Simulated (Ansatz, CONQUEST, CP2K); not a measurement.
# ZnCu: 3 runs at one level of theory

```
Zn Cu
1.0
     2.94500    0.00000    0.00000
     0.00000    2.94500    0.00000
     0.00000    0.00000    2.94500
Zn Cu
1 1
Direct
  0.50000 0.50000 0.50000
  0.00000 0.00000 0.00000
```

Alike in all runs: task single point; functional PBEsol; k mesh 9 × 9 × 9; occupations fermi-dirac, width 0.05 eV; no spin polarisation; no spin-orbit coupling. Pressure is positive in compression and, in plane waves, holds the error of the finite cutoff.

| program and potentials | plane-wave cutoff (eV) | notes | pressure (GPa) |
| --- | --- | --- | --- |
| CONQUEST, PseudoDojo NC PBEsol, DZP, grid cutoff 150 Ha | - | atomic basis; 19.5 valence electrons an atom on average | -2.05 |
| Ansatz, all-electron LAPW, scalar-relativistic | - | - | -4.45 |
| CP2K, POTENTIAL_UZH Zn GTH-PBE-q12, Cu GTH-PBE-q11; TZVP-MOLOPT-PBE-GTH basis | - | atomic basis; potentials made for PBE; 11.5 valence electrons an atom on average | -3.35 |

The pressure spans -4.45 (Ansatz, all-electron LAPW, scalar-relativistic) to -2.05 GPa (CONQUEST, PseudoDojo NC PBEsol, DZP, grid cutoff 150 Ha), with all-electron results at -4.45. Rows in atomic bases carry the error of their basis and grid, which can be large.

The functional is the same throughout but for its coding, so the spread measures potentials, basis and numerics; runs on potential files found faulty are left out.
